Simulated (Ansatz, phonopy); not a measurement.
# LiBr (Fm-3m): thermal expansion from first principles, part 2 of 2

How much does LiBr expand with temperature?

Experimental results on record:
- volume expansion coefficient 149.4 1e-6/K and heat capacity C_P per formula unit 48.9 J/mol/K near room temperature (given in “High-Throughput Prediction of Finite-Temperature Properties using the Quasi-Harmonic Approximation”, 2016, arXiv:1603.06924)
- volume expansion coefficient 146.7 1e-6/K near room temperature (given in “Descriptors for thermal expansion in solids”, 2017, arXiv:1701.03966)

Ansatz 0.2.0; DFT LDA, scalar-relativistic, plane waves, PAW.

So far, volume expansion coefficient at 300 K (× 1e-6/K): step 7 (quasi-harmonic fit by phonopy) 161.

## (9) Quasi-harmonic fit by phonopy

This step: DFT LDA, scalar-relativistic, plane waves, PAW (phonopy 4.10.0).

This step gave:

```
volume expansion coefficient at 300 K : 179.5 1e-6/K
isothermal bulk modulus at 300 K      : 24.03 GPa
C_P at 300 K                          : 26.50 J/mol-atom/K
Grüneisen parameter at 300 K          : 2.166
```

Energy (each curve on its own zero) against volume; values in meV/atom:

```csv
volume (Å³/atom),static,F at 0 K,F at 300 K,F at 500 K
18.856,0,2.73,7.85,12.7
19.140,0.44,2.28,5.89,9.25
19.242,0.8,2.32,5.39,8.22
19.635,3.12,3.43,4.29,5.04
20.037,6.9,5.99,4.47,3
20.447,12.0,9.91,5.79,1.94
20.865,18.5,15.1,8.13,1.68
```

Phonopy-qha, vinet fit of F(V) at each temperature. Qha vinet, by row:

```csv
T (K),fitted volume (Å³/atom),alpha_V (1e-6/K),B_T (GPa),C_P (J/mol-atom/K),Grueneisen
75,19.19,68.88,30.96,13.44,1.839
100,19.23,91.03,30.44,16.95,1.924
125,19.28,107.8,29.83,19.42,1.974
150,19.33,120.7,29.16,21.18,2.007
175,19.4,131.4,28.44,22.5,2.034
200,19.46,141,27.66,23.53,2.058
225,19.53,150.1,26.83,24.38,2.082
250,19.61,159.3,25.95,25.13,2.108
275,19.69,169,25.02,25.82,2.135
300,19.77,179.5,24.03,26.5,2.166
325,19.87,191.2,22.99,27.19,2.2
350,19.96,204.7,21.88,27.93,2.238
375,20.07,220.4,20.71,28.75,2.28
400,20.19,239.1,19.47,29.7,2.329
425,20.31,261.8,18.15,30.83,2.384
450,20.45,290,16.76,32.23,2.447
475,20.61,325.9,15.28,34.02,2.52
```

The volume expansion coefficient by temperature; values in 1e-6/K:

```csv
temperature (K),"phonopy-qha, Vinet",Ansatz's own study
75,68.9,70.3
100,91.0,92.5
125,108,109
150,121,122
175,131,132
200,141,141
225,150,150
250,159,159
275,169,168
300,179,177
325,191,189
350,205,201
375,220,217
400,239,236
425,262,261
450,290,296
475,326,349
```

The fit gives a volume expansion of 179 × 10⁻⁶/K at 300 K, against 177 at 298 K from the study itself, whose static fit uses more cells.

## (10) A new level, relaxed again

The functional, the potentials or the cutoff change, so the crystal is relaxed again at the new setting.

This step: DFT LDA, scalar-relativistic, plane waves, PAW (Ansatz 0.2.0).

The input, input.yaml:

```yaml
crystal:
  lattice:
    - [0.0, 2.6549767122, 2.6549767122]
    - [2.6549767122, 0.0, 2.6549767122]
    - [2.6549767122, 2.6549767122, 0.0]
  atoms:
    - { symbol: Li, position: [0.0, 0.0, 0.0] }
    - { symbol: Br, position: [0.5, 0.5, 0.5] }
kpoints:
  mp_grid: { grid: [8, 8, 8] }
hamiltonian:
  xc: lda
scf:
  occupations: { method: fixed }
output:
  forces: true
  stress: true
  eigenvalues: true
basis:
  ecutwfc: 320.0
relax:
  adjacent_minimum: "off"
  f_tol: 0.001
  max_steps: 60
  cell: { stress_tol: 0.01 }
```

Launch:

```console
> ansatz run input.yaml --threads 4 --pin off --max-ram 16384MiB --backend cpu --events-out ev --progress --plain --runs-dir out
```

Wall time 0.66 s (4 threads of Intel Xeon Platinum 8259CL at 2.50GHz (Skylake/Cascade Lake), shared host); peak memory 0.31 GiB.

Little changed from the start: no atom moved by 0.005 Å and no cell edge by 0.1 %.

Numbers from this step:

* pressure: 0.001114 GPa
* gap on the k-mesh: 5.153 eV

The residual pressure is 0.0011 GPa, small enough for phonons.

## (11) Phonons on strained cells, cutoff 320 eV, q-mesh 4×4×4

input.yaml, the sections that differ from step 10:

```yaml
output:
  eigenvalues: true
phonons:
  method: dfpt
  qmesh: [4, 4, 4]
  temperatures: { t_max: 500.0, t_step: 25 }
  thermal_expansion: {}
# crystal, kpoints, hamiltonian, scf, basis: as in step 10
# relax: removed
```

It took 3.6 min on 4 threads; peak memory 0.7 GiB.

Changing the k-mesh (4×4×4 → 8×8×8) and the cutoff (487.2 → 320 eV) takes the volume expansion at 298 K from 177 to 168 × 10⁻⁶/K and B_T from 24.3 to 25.0 GPa.

## (12) Free-energy fit

This step: DFT LDA, scalar-relativistic, plane waves, PAW (phonopy 4.10.0).

The fit gives a volume expansion of 166 × 10⁻⁶/K at 300 K, against 168 at 298 K from the study itself, whose static fit uses more cells.

## (13) Phonons on strained cells, cutoff 487.2 eV, k-mesh 8×8×8

This step: DFT LDA, scalar-relativistic, plane waves, PAW (Ansatz 0.2.0).

input.yaml, as its differences from that of step 11:

```diff
@@ -16,6 +16,4 @@
   eigenvalues: true
-basis:
-  ecutwfc: 320.0
 phonons:
-  method: dfpt
+  method: fd
   qmesh: [4, 4, 4]
```

Wall time 8.4 min (4 threads); peak memory 0.8 GiB; 32 min of CPU time.

Changing the cutoff (320 → 487.2 eV) and the phonon method (dfpt → fd) takes the volume expansion at 298 K from 168 to 167 × 10⁻⁶/K and B_T from 25.0 to 25.1 GPa.

## (14) Comparing the runs

Times are for 4 threads of Intel Xeon Platinum 8259CL at 2.50GHz (Skylake/Cascade Lake), shared host. The runs compared:

```csv
no.,functional,cutoff (eV),k-mesh,q-mesh,method,pressure (GPa),volume expansion coefficient at 298 K (1e-6/K),C_P at 298 K (J/mol-atom/K),isothermal bulk modulus at 298 K (GPa),time,memory (GiB)
1,lda,487.2,8×8×8,2×2×2,dfpt,0,159.9,25.88,25.47,82 s,0.57
2,lda,487.2,4×4×4,4×4×4,dfpt,0,176.7,26.4,24.34,1.7 min,0.55
3,lda,320,8×8×8,4×4×4,dfpt,0,168.2,26.13,24.95,3.6 min,0.70
4,lda,487.2,8×8×8,4×4×4,fd,0,167.3,26.11,25.05,8.4 min,0.80
```

The runs together, line volume. The expansion coefficient, volume by temperature; values in 1e-6/K:

```csv
temperature (K),"lda, 487.2, 8×8×8, 2×2×2, dfpt, 0","lda, 487.2, 4×4×4, 4×4×4, dfpt, 0","lda, 320, 8×8×8, 4×4×4, dfpt, 0","lda, 487.2, 8×8×8, 4×4×4, fd, 0"
0,0,0,0,0
25,11.4,12.1,11.1,11.1
50,39.2,41.9,39.6,39.5
75,65.1,70.3,67.0,66.9
100,85.8,92.5,88.7,88.6
125,101,109,105,105
150,113,122,117,117
175,123,132,128,127
200,131,141,136,136
225,139,150,144,144
250,146,159,152,152
275,153,168,160,160
298,160,177,168,167
300,161,177,169,168
325,168,189,178,177
350,177,201,189,187
375,187,217,201,199
400,198,236,215,213
425,212,261,233,230
450,228,296,256,252
475,248,349,287,281
500,275,442,332,322
```

The runs together, line C_P. Table of heat capacity, C_P by temperature; values in J/mol-atom/K:

```csv
temperature (K),"lda, 487.2, 8×8×8, 2×2×2, dfpt, 0","lda, 487.2, 4×4×4, 4×4×4, dfpt, 0","lda, 320, 8×8×8, 4×4×4, dfpt, 0","lda, 487.2, 8×8×8, 4×4×4, fd, 0"
0,0,0,0,0
25,2.62,2.63,2.47,2.47
50,8.57,8.75,8.46,8.47
75,13.2,13.5,13.2,13.2
100,16.6,17.0,16.7,16.7
125,19,19.4,19.2,19.2
150,20.8,21.2,20.9,20.9
175,22.1,22.5,22.3,22.3
200,23.1,23.5,23.3,23.3
225,24.0,24.4,24.2,24.2
250,24.7,25.1,24.9,24.9
275,25.3,25.8,25.5,25.5
298,25.9,26.4,26.1,26.1
300,25.9,26.4,26.2,26.2
325,26.5,27.1,26.8,26.8
350,27.1,27.8,27.4,27.4
375,27.7,28.6,28.1,28.1
400,28.3,29.6,28.9,28.8
425,29.1,30.8,29.8,29.7
450,29.9,32.4,30.9,30.8
475,31.0,34.7,32.4,32.2
500,32.3,38.8,34.5,34.1
```

## (15) Free-energy fit

This step: DFT LDA, scalar-relativistic, plane waves, PAW (phonopy 4.10.0).

The energy (each curve on its own zero) by volume; values in meV/atom:

```csv
volume (Å³/atom),static,F at 0 K,F at 300 K,F at 500 K
18.721,0,2.69,7.52,12.1
19.003,0.44,2.23,5.6,8.76
19.096,0.77,2.27,5.14,7.82
19.480,3.01,3.31,4.09,4.79
19.870,6.63,5.74,4.29,2.88
20.269,11.6,9.49,5.62,1.97
20.676,17.8,14.5,7.98,1.91
```

The fit gives a volume expansion of 169 × 10⁻⁶/K at 300 K, against 167 at 298 K from the study itself, whose static fit uses more cells.

## (16) Summary of results

| Quantity | Value |
| --- | --- |
| settings of these figures | LDA, 487.2 eV, k 8×8×8, q 4×4×4 |
| volume expansion coefficient at 298 K | 167.3 1e-6/K |
| C_P at 298 K | 26.11 J/mol-atom/K |
| entropy at 298 K | 37.00 J/mol-atom/K |
| isothermal bulk modulus at 298 K | 25.05 GPa |
| Grüneisen parameter at 298 K | 2.093 |
| volume at 298 K | 19.60 Å³/atom |
| principal linear expansion coefficients at 298 K | 55.78, 55.78, 55.78 1e-6/K |

**Reading.** Near room temperature LiBr expands by 167 × 10⁻⁶/K in volume by LDA, with C_P = 26.1 J/(mol K) per mole of atoms and B_T = 25.1 GPa. Between 298.15 and 500 K the bulk modulus falls by 40 % and the Grüneisen parameter grows; in this range the quasi-harmonic approximation, which lacks anharmonicity at fixed volume, tends to overshoot. C_P at room temperature is 105 % of the classical 3R an atom; C_V is 95 %, and the rest is expansion work. A measured volume expansion coefficient near room temperature is 149.4 1e-6/K (arXiv:1603.06924); the calculated 167 1e-6/K differs by +12 %. A measured heat capacity per formula unit near room temperature is 48.9 J/mol/K (arXiv:1603.06924); the calculated 52.2 J/mol/K differs by +7 %. Changing the q-mesh, k-mesh, cutoff and phonon method moves the volume expansion at 298 K between 160 and 177 × 10⁻⁶/K, while the CPU time spans a factor of 7.3. The PAW files were made for PBE and are used here under another functional, for which the program regenerates the frozen cores. The cell of these runs is 10 % smaller in volume than the database cell; frequencies and all that rests on them shift with it.

[Logs are printed without paths, hosts, clocks, repeated set-up lines and the standing remarks that a program may print on its own settings, such as how far it seeks lower states.]

[Hosts, paths, dates, database ids (printed as entryN), source tags and the programs' standing remarks are cut or masked in the printed files.]

[A step with changed settings may run another functional than the one named; its input shows which.]
